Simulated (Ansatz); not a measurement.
# BaS (Fm-3m): converging a phonon calculation, part 2 of 4

How do the frequencies of BaS (Fm-3m) move with q mesh, k mesh and cutoff?

Ansatz 0.2.0; DFT LDA, scalar-relativistic, plane waves, PAW; PAW set soft_1.

So far, highest frequency on the path or at a solved wavevector (cm⁻¹): step 3 (phonons on a q mesh) 254; step 4 (q mesh 2×2×2) 254. The relaxed cell has a = 6.272 Å (conventional setting).

### 5. Another q mesh, k-mesh 9×9×9, q mesh 3×3×3

The q mesh is changed to 3×3×3, to see how far the force constants must reach; the k mesh is 9×9×9, against 8×8×8 in the base run, so that the q mesh divides it.

input.yaml reads:

```yaml
crystal:
  lattice:
    - [0.0, 3.1357693422, 3.1357693422]
    - [3.1357693422, 0.0, 3.1357693422]
    - [3.1357693422, 3.1357693422, 0.0]
  atoms:
    - { symbol: Ba, position: [0.0, 0.0, 0.0] }
    - { symbol: S, position: [0.5, 0.5, 0.5] }
kpoints:
  mp_grid: { grid: [9, 9, 9] }
hamiltonian:
  xc: lda
  pseudopotentials: { kind: paw, azcp: { folder: soft_1 }, xc_functional: pbe }
scf:
  occupations: { method: fixed }
output:
  eigenvalues: true
phonons:
  method: dfpt
  qmesh: [3, 3, 3]
  temperatures: { t_max: 1000, t_step: 50 }
  qpath:
    path:
      - [[0.0, 0.0, 0.0], [0.5, 0.0, 0.5], [0.625, 0.25, 0.625]]
      - [[0.375, 0.375, 0.75], [0.0, 0.0, 0.0], [0.5, 0.5, 0.5], [0.5, 0.25, 0.75], [0.5, 0.0, 0.5]]
    npoints: 10
  non_analytic_term:
    high_frequency_dielectric_tensor: [[5.1302, 0.0, 0.0], [0.0, 5.1302, 0.0], [0.0, 0.0, 5.1302]]
    born_effective_charges:
      - { species: Ba, tensor: [[2.6306, 0.0, 0.0], [0.0, 2.6306, 0.0], [0.0, 0.0, 2.6306]] }
      - { species: S, tensor: [[-2.6306, 0.0, 0.0], [0.0, -2.6306, 0.0], [0.0, 0.0, -2.6306]] }
    source: "zone-centre run at this cell"
```

The run is started by

```console
$ ansatz run input.yaml --threads 4 --pin off --max-ram 10240MiB --backend cpu --events-out ev --progress --plain --runs-dir out
```

Numbers of over 12 decimals in the logs are rounded to 6 here.

The program printed:

```text
[...]
Crystal: 2 atoms, lattice volume = 61.668 Å³
Basis set: ecut = 420 eV, 1243 PW (Γ), exchange–correlation on 60×60×60 points (8 copies of the dense FFT grid, shifted against one another)
Bands: 12, of which v1, the nominal top of the filled ones, is band 8 counted from 1 (7 counted from 0)
Symmetry: 48 space group operations
k-points: 35 of 729
[...]
k-point 34: bands = [... 4 lower, -3.4051, 4.9026, 5.5723, 5.6971, 9.8881, 10.7495, 12.5927, 13.3246]
[...]
ASR residual: 2.067e-5 → 0.000e0 eV/Å²; symmetrization residual: 3.628e-6 eV/Å²
  ASR residual per site (eV/Å²): 2.07e-5 9.32e-6
  Γ frequencies (cm⁻¹): 0.00 0.00 0.00 151.44 151.44 151.44
--- Phonons (arbitrary-q DFPT): 4 irreducible q on the 3×3×3 mesh ---
[...]
interpolated dispersion: 63 rows × 6 modes
[...]
[key lines of the parts left out:]
SCF converged after 9 iterations
Free energy (F): -6653.580399 eV
Fermi energy:    6.083122 eV
```

Wall time 32 s (4 threads of Intel Xeon Platinum 8488C (Sapphire Rapids), shared host); peak memory 1 GiB.

Frequencies (cm⁻¹) solved at each irreducible wavevector; negative means imaginary. Frequencies by wavevector, by row:

```csv
q in reciprocal lattice units,star,mode 1,mode 2,mode 3,mode 4,mode 5,mode 6
0 0 0,1,0,0,0,151.4,151.4,151.4
0 0 0.3333,8,68.7,68.7,113,168.7,168.7,237.7
0 0.3333 0.3333,6,54.9,54.9,113,160.9,160.9,200.9
0 0.3333 -0.3333,12,79.1,89.2,112,168.5,174.7,200.6
```

The mean frequency is 133.3 cm⁻¹, -0.2 cm⁻¹ against the base run, whose k mesh differs too.

### 6. Another q mesh, k-mesh 12×12×12, q mesh 6×6×6

The q mesh is changed to 6×6×6, to see how far the force constants must reach; the k mesh is 12×12×12, against 8×8×8 in the base run, so that the q mesh divides it.

input.yaml: that of step 5 with these lines changed.

```diff
@@ -9,3 +9,3 @@
 kpoints:
-  mp_grid: { grid: [9, 9, 9] }
+  mp_grid: { grid: [12, 12, 12] }
 hamiltonian:
@@ -19,3 +19,3 @@
   method: dfpt
-  qmesh: [3, 3, 3]
+  qmesh: [6, 6, 6]
   temperatures: { t_max: 1000, t_step: 50 }
```

The program printed:

```text
[...]
Crystal: 2 atoms, lattice volume = 61.668 Å³
Basis set: ecut = 420 eV, 1243 PW (Γ), exchange–correlation on 60×60×60 points (8 copies of the dense FFT grid, shifted against one another)
Bands: 12, of which v1, the nominal top of the filled ones, is band 8 counted from 1 (7 counted from 0)
Symmetry: 48 space group operations
k-points: 72 of 1728
[...]
k-point 71: bands = [... 4 lower, -3.4276, 4.9102, 5.6828, 5.6828, 10.2578, 10.2578, 12.6337, 13.1119]
[...]
ASR residual: 2.132e-5 → 0.000e0 eV/Å²; symmetrization residual: 1.593e-6 eV/Å²
  ASR residual per site (eV/Å²): 2.13e-5 1.18e-5
  Γ frequencies (cm⁻¹): 0.00 0.00 0.00 151.45 151.45 151.45
--- Phonons (arbitrary-q DFPT): 16 irreducible q on the 6×6×6 mesh ---
[...]
interpolated dispersion: 63 rows × 6 modes
[...]
[key lines of the parts left out:]
SCF converged after 9 iterations
Free energy (F): -6653.580404 eV
Fermi energy:    6.083106 eV
```

It took 9.7 min on 4 threads; peak memory 2.9 GiB.

Frequencies (cm⁻¹) solved at each irreducible wavevector; negative means imaginary. Frequencies by wavevector, by row:

```csv
q in reciprocal lattice units,star,mode 1,mode 2,mode 3,mode 4,mode 5,mode 6
0 0 0,1,0,0,0,151.4,151.4,151.4
0 0 0.1667,8,41.5,41.5,61.1,157.8,157.8,249.6
0 0 0.3333,8,68.7,68.7,113,168.7,168.7,237.7
0 0 -0.5,4,77.8,77.8,137.1,173.5,173.5,228.1
0 0.1667 0.1667,6,32.8,32.8,79.6,156.8,156.8,238.7
0 0.1667 0.3333,24,56.9,64,105.3,163.2,166.8,226.7
0 0.1667 -0.5,24,75.6,83.3,124.2,170,173.7,217.9
0 0.1667 -0.3333,24,74.2,78,122,170.8,171.5,222.6
0 0.1667 -0.1667,12,48.8,65,95.3,162.7,165.8,237.8
0 0.3333 0.3333,6,54.9,54.9,113,160.9,160.9,200.9
0 0.3333 -0.5,24,68.5,80.2,106.4,163.3,171.6,189.4
0 0.3333 -0.3333,12,79.1,89.2,112,168.5,174.7,200.6
0 -0.5 -0.5,3,62.9,62.9,105.5,160.3,160.3,177.9
0.1667 0.3333 -0.5,24,69.2,78.8,113.1,167.7,170.4,209
0.1667 0.3333 -0.3333,24,82,87.1,111.3,170.4,173.1,200.6
0.1667 -0.5 -0.3333,12,77.4,90.6,97.4,167.9,176,181.7
```

The mean frequency is 133.5 cm⁻¹, +0.0 cm⁻¹ against the base run, whose k mesh differs too.

### 7. Side by side

Times are for 4 threads of Intel Xeon Platinum 8488C (Sapphire Rapids), shared host. The runs compared:

```csv
no.,q mesh,k-mesh,mean frequency (cm⁻¹),zero-point energy per atom (meV),lowest frequency on the path (cm⁻¹),time,memory (GiB)
1,2×2×2,8×8×8,133.2,24.77,0,9.8 s,0.66
2,3×3×3,9×9×9,133.3,24.8,0,32 s,1.0
3,6×6×6,12×12×12,133.5,24.82,0,9.7 min,2.9
```

The phonon density of states has structure finer than the step of the table below, so its rows give means over 10 cm⁻¹, whole bins alone (the curve runs from 1 to 253 cm⁻¹). Peaks (cm⁻¹: height): 2×2×2, 8×8×8 75.0: 0.123, 111.0: 0.0539, 165.0: 0.205; 3×3×3, 9×9×9 79.0: 0.124, 111.0: 0.0498, 169.0: 0.159; 6×6×6, 12×12×12 79.0: 0.110, 111.0: 0.0575, 171.0: 0.194.

The runs together. The phonon density of states by wavenumber; means over each step; values in 1/cm⁻¹/cell:

```csv
wavenumber (cm⁻¹),"2×2×2, 8×8×8","3×3×3, 9×9×9","6×6×6, 12×12×12"
10,1.4e-4,4.4e-4,2.6e-4
20,8.3e-4,0.00189,0.00137
30,0.00218,0.00424,0.00352
40,0.00459,0.00771,0.00725
50,0.00936,0.0134,0.0138
60,0.0244,0.0261,0.0277
70,0.0692,0.0495,0.0514
80,0.0692,0.0790,0.0776
90,0.0304,0.0279,0.0273
100,0.0186,0.0197,0.0182
110,0.0407,0.0369,0.0405
120,0.0217,0.0248,0.0234
130,0.00821,0.00803,0.00750
140,4.0e-4,4.3e-4,3.4e-4
150,0.00266,0.00352,0.00219
160,0.0670,0.0512,0.0482
170,0.0973,0.133,0.144
180,0.0465,0.0210,0.0115
190,0.0158,0.0126,0.0127
200,0.0151,0.0144,0.0160
210,0.0153,0.0159,0.0179
220,0.0158,0.0173,0.0191
230,0.0132,0.0170,0.0156
240,0.00796,0.00995,0.00889
```

The runs together, line C_V. The C_V by temperature; values in J/mol-atom/K:

```csv
temperature (K),"2×2×2, 8×8×8","3×3×3, 9×9×9","6×6×6, 12×12×12"
0,0,0,0
50,9.76,9.80,9.79
100,18.3,18.2,18.2
150,21.5,21.5,21.5
200,22.9,22.9,22.9
250,23.6,23.6,23.6
300,24.0,24.0,24.0
350,24.2,24.2,24.2
400,24.4,24.4,24.4
450,24.5,24.5,24.5
500,24.6,24.6,24.6
550,24.7,24.6,24.6
600,24.7,24.7,24.7
650,24.7,24.7,24.7
700,24.8,24.8,24.8
750,24.8,24.8,24.8
800,24.8,24.8,24.8
850,24.8,24.8,24.8
900,24.8,24.8,24.8
950,24.8,24.8,24.8
1000,24.9,24.9,24.9
```

### 8. Another k mesh, k-mesh 2×2×2, q mesh 2×2×2

The k mesh is changed to 2×2×2 on a small fixed q mesh, to find the coarsest that serves.

input.yaml, the sections that differ from step 6:

```yaml
kpoints:
  mp_grid: { grid: [2, 2, 2] }
phonons:
  method: dfpt
  dielectric: true
  rigid_motions: translations
  qmesh: [2, 2, 2]
  temperatures: { t_max: 1000, t_step: 50 }
  qpath:
    path:
      - [[0.0, 0.0, 0.0], [0.5, 0.0, 0.5], [0.625, 0.25, 0.625]]
      - [[0.375, 0.375, 0.75], [0.0, 0.0, 0.0], [0.5, 0.5, 0.5], [0.5, 0.25, 0.75], [0.5, 0.0, 0.5]]
    npoints: 10
# crystal, hamiltonian, scf, output: as in step 6
```

The program printed:

```text
[...]
Crystal: 2 atoms, lattice volume = 61.668 Å³
Basis set: ecut = 420 eV, 1243 PW (Γ), exchange–correlation on 60×60×60 points (8 copies of the dense FFT grid, shifted against one another)
Bands: 12, of which v1, the nominal top of the filled ones, is band 8 counted from 1 (7 counted from 0)
Symmetry: 48 space group operations
k-points: 4 of 8 (irreducible under 8 space group operations)
[...]
SCF iter   1: F=—  HF=-6653.419391 eV  |F-HF|=—  |Δ(HF+E_count)|=         —  Δρ=2.12e-2  dr2=4.69e-1  ethr=3.10e-3  ⟨swp⟩=4.2  Hψ=266  notcnv=0  defer=2
[...]
SCF iter   9: F=-6653.258555 eV  HF=-6653.258555 eV  |F-HF|=1.82e-12  |Δ(HF+E_count)|=  1.35e-10  Δρ=3.21e-8  dr2=5.45e-13  ethr=1.00e-12  ⟨swp⟩=8.5  Hψ=324  notcnv=0
SCF 1 converged in 9 iterations: F = -6653.258555 eV  dr2 = 5.45e-13
[...]
DFPT response loops at Γ: preconditioner auto → none (the input reference at scf.mixing.eps_inf says where Resta's filter doesn't serve); β = 0.50; Broyden in place of MSR1
── the response to a field inside a basis, on 6×6×6 k-points: an SCF that follows is theirs, and a resumed run solves both again ──
Bands: 9, of which v1, the nominal top of the filled ones, is band 8 counted from 1 (7 counted from 0)
k-points: 28 of 216 (irreducible under 12 space group operations)
[...]
Eigensolver: Dense (28 Hₖ)
SCF iter   1: F=—  HF=-6653.596888 eV  |F-HF|=—  |Δ(HF+E_count)|=         —  Δρ=6.13e-3  dr2=5.57e-2  ethr=1.00e-1
[...]
SCF iter   5: F=-6653.580816 eV  HF=-6653.580816 eV  |F-HF|=1.09e-9  |Δ(HF+E_count)|=   2.21e-7  Δρ=6.62e-6  dr2=1.38e-8  ethr=9.31e-9
SCF 1 converged in 5 iterations: F = -6653.580816 eV  dr2 = 1.38e-8
[...]
WARN: field response: ε∞ stands inside a basis, on 6×6×6 points; the force constants stand on the 2×2×2 k-mesh, whose period is 7.94 times the interband length at k = (0.0000, 0.0000, 0.0000), direct gap 3.531 eV, under 14: take them and everything formed from them as unconverged, and compare with a denser kpoints.mp_grid
[...]
SCF converged after 9 iterations
Free energy (F): -6653.258555 eV
[...]
Internal energy: -6653.258555 eV  (E = F + TS)
E sigma→0 (E₀):  -6653.258555 eV
Fermi energy:    6.266475 eV
[...]
--- Band table (eV) ---
  k-point 0: bands = [... 4 lower, -4.0393, 6.2665, 6.2665, 6.2665, 9.7979, 9.8945, 9.8945, 9.8945]
  k-point 1: bands = [... 4 lower, -2.5756, 4.1462, 5.0951, 5.0951, 11.5684, 11.8219, 12.5769, 12.5769]
  k-point 2: bands = [... 4 lower, -3.9453, 5.8465, 6.1843, 6.1843, 7.9977, 12.2045, 12.3890, 13.8770]
  k-point 3: bands = [... 4 lower, -3.9453, 5.8465, 6.1843, 6.1843, 7.9977, 12.2045, 12.3890, 13.8770]
--- Phonons (Γ-DFPT): 2 representative perturbations + reference, on 4 of 8 k-points (Σ response iterations 6) ---
  k mesh reduced under 8 symmetry operations, with k and −k counted as one. Each operation leaves every solved perturbation unchanged. A smaller set is not considered because the run solves the response to a homogeneous field
  ASR residual: 5.033e-5 → 0.000e0 eV/Å²; symmetrization residual: 5.677e-6 eV/Å²
  ASR residual per site (eV/Å²): 5.03e-5 1.75e-6
  Γ frequencies (cm⁻¹): -133.51 -133.51 -133.51 0.00 0.00 0.00
  ε∞ (high-frequency dielectric tensor):
        5.129473     0.000000     0.000000
        0.000000     5.129473    -0.000000
        0.000000    -0.000000     5.129473
  softest optical mode at Γ: -133.51 cm⁻¹; the repairs (sum rule, projections) moved no ω² at Γ by more than (0.62 cm⁻¹)²
  Born effective charges Z* (e; rows j = field, columns β = displacement):
    site 0:
         2.62924    0.00000    0.00000
         0.00000    2.62924    0.00000
        -0.00000    0.00000    2.62924
    site 1:
        -2.62924   -0.00000   -0.00000
        -0.00000   -2.62924   -0.00000
         0.00000   -0.00000   -2.62924
  Z* charge neutrality: 2.186e-3 e pre-enforcement
  solved inside a basis spanned on kpoints, on 6×6×6 k-points, its susceptibility summed on 8×8×8: ε∞ is read to err by 1.4e-2, Z* by 5.2e-2 e (field_mesh: kpoints solves on kpoints); Z* is corrected for what the basis lacks
  optical modes at Γ without the LO–TO term, one row a degenerate level:
      ω (cm⁻¹)  modes    IR ((D/Å)²/amu)
       -133.51      3            18.4079
  optical modes at Γ + LO–TO along q̂ = [1.0000, 0.0000, 0.0000]:
      ω (cm⁻¹)  modes    IR ((D/Å)²/amu)
       -133.51      2            12.2719
        153.45      1             6.1360
  optical modes at Γ + LO–TO along q̂ = [0.0000, 1.0000, 0.0000]:
      ω (cm⁻¹)  modes    IR ((D/Å)²/amu)
       -133.51      2            12.2719
        153.45      1             6.1360
  optical modes at Γ + LO–TO along q̂ = [0.0000, 0.0000, 1.0000]:
      ω (cm⁻¹)  modes    IR ((D/Å)²/amu)
       -133.51      2            12.2719
        153.45      1             6.1360
--- Phonons (arbitrary-q DFPT): 3 irreducible q on the 2×2×2 mesh ---
[...]
interpolated dispersion: 63 rows × 6 modes
[...]
zero-point energy: 0.034814 eV/cell   skipped modes (ω ≤ 0): 148, of them read as no rigid motion or as one in doubt: 145 (5.729e-1 modes/cell left out, lowest -133.51 cm⁻¹)   left out of the sums: 9.56e-2 of the cell's modes: C_V's classical limit lies that fraction below 3 k_B per atom; for a crystal, a wire or a layer, F and S can be off by more, and a phonons.interpolated_qmesh denser along its periods is the remedy for the sampling
```

Wall time 8.1 s (4 threads); peak memory 0.49 GiB.

The run finished; it serves as a test, and its numbers are not taken as the result.

### 9. Another k mesh, k-mesh 4×4×4, q mesh 2×2×2

The k mesh is changed to 4×4×4 on a small fixed q mesh, to find the coarsest that serves.

input.yaml: that of step 8 with these lines changed.

```diff
@@ -9,3 +9,3 @@
 kpoints:
-  mp_grid: { grid: [2, 2, 2] }
+  mp_grid: { grid: [4, 4, 4] }
 hamiltonian:
```

The program printed:

```text
[...]
Crystal: 2 atoms, lattice volume = 61.668 Å³
Basis set: ecut = 420 eV, 1243 PW (Γ), exchange–correlation on 60×60×60 points (8 copies of the dense FFT grid, shifted against one another)
Bands: 12, of which v1, the nominal top of the filled ones, is band 8 counted from 1 (7 counted from 0)
Symmetry: 48 space group operations
k-points: 13 of 64 (irreducible under 8 space group operations, time reversal used)
[...]
SCF iter   1: F=—  HF=-6653.767669 eV  |F-HF|=—  |Δ(HF+E_count)|=         —  Δρ=2.23e-2  dr2=5.40e-1  ethr=3.10e-3  ⟨swp⟩=5.5  Hψ=921  notcnv=0  defer=18
[...]
SCF iter   8: F=-6653.574094 eV  HF=-6653.574094 eV  |F-HF|=1.27e-11  |Δ(HF+E_count)|=  6.24e-10  Δρ=1.88e-7  dr2=1.72e-11  ethr=1.00e-12  ⟨swp⟩=10.7  Hψ=1298  notcnv=0
SCF 1 converged in 8 iterations: F = -6653.574094 eV  dr2 = 1.72e-11
[...]
Bands: 9, of which v1, the nominal top of the filled ones, is band 8 counted from 1 (7 counted from 0)
k-points: 28 of 216 (irreducible under 12 space group operations)
[...]
Eigensolver: Dense (28 Hₖ)
SCF iter   1: F=—  HF=-6653.579834 eV  |F-HF|=—  |Δ(HF+E_count)|=         —  Δρ=2.41e-4  dr2=8.36e-5  ethr=1.00e-1
[...]
SCF iter   4: F=-6653.579811 eV  HF=-6653.579811 eV  |F-HF|=1.40e-9  |Δ(HF+E_count)|=   5.66e-9  Δρ=3.83e-6  dr2=4.24e-9  ethr=4.71e-9
SCF 1 converged in 4 iterations: F = -6653.579811 eV  dr2 = 4.24e-9
[...]
SCF converged after 8 iterations
Free energy (F): -6653.574094 eV
[...]
Internal energy: -6653.574094 eV  (E = F + TS)
E sigma→0 (E₀):  -6653.574094 eV
Fermi energy:    6.090374 eV
[...]
--- Band table (eV; the first three rows and the last of 13) ---
  k-point 0: bands = [... 4 lower, -4.2482, 6.0904, 6.0904, 6.0904, 9.7525, 9.9016, 9.9016, 9.9016]
  k-point 1: bands = [... 4 lower, -3.2378, 4.8705, 5.4333, 5.4333, 10.0645, 10.8053, 10.8053, 11.6506]
  k-point 2: bands = [... 4 lower, -2.7116, 4.0354, 4.9524, 4.9524, 11.5510, 11.7756, 12.5964, 12.5964]
  k-point 12: bands = [... 4 lower, -3.4220, 4.9162, 5.6885, 5.6885, 10.2589, 10.2589, 12.6345, 13.1128]
[...]
ASR residual: 2.225e-4 → 0.000e0 eV/Å²; symmetrization residual: 9.520e-7 eV/Å²
  ASR residual per site (eV/Å²): 2.23e-4 2.06e-4
  Γ frequencies (cm⁻¹): 0.00 0.00 0.00 146.40 146.40 146.40
  ε∞ (high-frequency dielectric tensor):
        5.129296    -0.000000    -0.000000
       -0.000000     5.129296     0.000000
       -0.000000     0.000000     5.129296
  ε⁰ (static dielectric tensor: ions relaxed, cell fixed):
       15.032487     0.000000    -0.000000
        0.000000    15.032487    -0.000000
       -0.000000    -0.000000    15.032487
  ε⁰ − ε∞ (ionic part):
        9.903191     0.000000    -0.000000
        0.000000     9.903191    -0.000000
       -0.000000    -0.000000     9.903191
[...]
Born effective charges Z* (e; rows j = field, columns β = displacement):
    site 0:
         2.62950    0.00000   -0.00000
         0.00000    2.62950    0.00000
         0.00000    0.00000    2.62950
    site 1:
        -2.62950   -0.00000    0.00000
        -0.00000   -2.62950   -0.00000
        -0.00000   -0.00000   -2.62950
  Z* charge neutrality: 2.709e-3 e pre-enforcement
[...]
optical modes at Γ without the LO–TO term, one row a degenerate level:
      ω (cm⁻¹)  modes    IR ((D/Å)²/amu)
        146.40      3            18.4116
  optical modes at Γ + LO–TO along q̂ = [1.0000, 0.0000, 0.0000]:
      ω (cm⁻¹)  modes    IR ((D/Å)²/amu)
        146.40      2            12.2744
        250.63      1             6.1372
  optical modes at Γ + LO–TO along q̂ = [0.0000, 1.0000, 0.0000]:
      ω (cm⁻¹)  modes    IR ((D/Å)²/amu)
        146.40      2            12.2744
        250.63      1             6.1372
  optical modes at Γ + LO–TO along q̂ = [0.0000, 0.0000, 1.0000]:
      ω (cm⁻¹)  modes    IR ((D/Å)²/amu)
        146.40      2            12.2744
        250.63      1             6.1372
--- Phonons (arbitrary-q DFPT): 3 irreducible q on the 2×2×2 mesh ---
[...]
interpolated dispersion: 63 rows × 6 modes
[...]
```

Elapsed: 7.9 s, on 4 threads; peak memory 0.49 GiB; 24 s of CPU time.

The run finished; it serves as a test, and its numbers are not taken as the result.

### 10. Another k mesh, k-mesh 6×6×6, q mesh 2×2×2

The k mesh is changed to 6×6×6 on a small fixed q mesh, to find the coarsest that serves.

input.yaml: that of step 9 with these lines changed.

```diff
@@ -9,3 +9,3 @@
 kpoints:
-  mp_grid: { grid: [4, 4, 4] }
+  mp_grid: { grid: [6, 6, 6] }
 hamiltonian:
```

The program printed:

```text
[...]
Crystal: 2 atoms, lattice volume = 61.668 Å³
Basis set: ecut = 420 eV, 1243 PW (Γ), exchange–correlation on 60×60×60 points (8 copies of the dense FFT grid, shifted against one another)
Bands: 12, of which v1, the nominal top of the filled ones, is band 8 counted from 1 (7 counted from 0)
Symmetry: 48 space group operations
k-points: 30 of 216 (irreducible under 8 space group operations, time reversal used)
[...]
optical modes at Γ + LO–TO along q̂ = [0.0000, 1.0000, 0.0000]:
      ω (cm⁻¹)  modes    IR ((D/Å)²/amu)
        151.09      2            12.2750
        253.40      1             6.1375
  optical modes at Γ + LO–TO along q̂ = [0.0000, 0.0000, 1.0000]:
      ω (cm⁻¹)  modes    IR ((D/Å)²/amu)
        151.09      2            12.2750
        253.40      1             6.1375
--- Phonons (arbitrary-q DFPT): 3 irreducible q on the 2×2×2 mesh ---
[...]
interpolated dispersion: 63 rows × 6 modes
[...]
[key lines of the parts left out:]
SCF converged after 8 iterations
Free energy (F): -6653.580129 eV
Fermi energy:    6.083640 eV
```

Elapsed: 9.8 s, on 4 threads; peak memory 0.54 GiB; 34 s of CPU time.

Frequencies (cm⁻¹) solved at each irreducible wavevector; negative means imaginary. Frequencies by wavevector, by row:

```csv
q in reciprocal lattice units,star,mode 1,mode 2,mode 3,mode 4,mode 5,mode 6
0 0 0,1,0,0,0,151.1,151.1,151.1
0 0 -0.5,4,77.8,77.8,137.1,173.5,173.5,228.1
0 -0.5 -0.5,3,62.8,62.8,105.4,160,160,177.8
```

The highest optical mode at the zone centre (no LO-TO term) is 151.1 cm⁻¹, -0.3 cm⁻¹ against the base run.

[end of part 2 of 4]

[Logs are printed without paths, hosts, clocks, repeated set-up lines and the standing remarks that a program may print on its own settings, such as how far it seeks lower states.]

[Hosts, paths, dates, database ids (printed as entryN), source tags and the programs' standing remarks are cut or masked in the printed files.]
